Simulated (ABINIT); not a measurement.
A run of ABINIT 10.8.3 (patched build) is set up as follows.

run.abi

```
# Datasets: one volume each
ndtset 7
getwfk -1
scalecart1 3*0.9795861087
scalecart2 3*0.9864848297
scalecart3 3*0.9932883884
scalecart4 3*1.0000000000
scalecart5 3*1.0066227096
scalecart6 3*1.0131594038
scalecart7 3*1.0196128224

# Pseudopotentials
pp_dirpath "./"
pseudos "Hf.GGA_PBE-JTH.xml, N.GGA_PBE-JTH.xml"

# Structure
acell 3*1.0 Angstrom
rprim
     0.0000000000     2.2560000000     2.2560000000
     2.2560000000     0.0000000000     2.2560000000
     2.2560000000     2.2560000000     0.0000000000
ntypat 2
znucl 72 7
natom 2
typat 1 2
xred
     0.0000000000     0.0000000000     0.0000000000
     0.5000000000     0.5000000000     0.5000000000

# Plane-wave basis
ecut 26.0
pawecutdg 48.0

# k points
kptopt 1
ngkpt 10 10 10
nshiftk 1
shiftk 0.0 0.0 0.0

# Exchange and correlation
ixc -120135

# Bands and occupations
nband 13
occopt 3
tsmear 0.05 eV

# SCF cycle
nstep 100
tolvrs 1.0e-9

# Output
iomode 3
prtwf 1
prtden 0
prteig 0
prtebands 0
```

Potentials or basis: JTH PAW PBE v2.0.

The run is started by

```bash
$ abinit run.abi > log 2>&1
```

Task: What does it give for the pressure derivative of the bulk modulus?

Result: 4.4.

Task: Predict the bulk modulus.

Result: 290 GPa.

Energy against volume, from the lowest point:
| volume (Å³/atom) | energy (meV/atom) |
| --- | --- |
| 10.793 | 23.24 |
| 11.023 | 6.78 |
| 11.252 | 0.00 |
| 11.482 | 1.92 |
| 11.712 | 11.64 |
| 11.941 | 28.36 |
| 12.171 | 51.34 |

Caveat: pressures at fixed basis lie under the slope of the energies; the PAW data sets were made with another functional, which shifts forces and pressure a little. Spin-orbit coupling is left out, which matters for the levels of Hf.
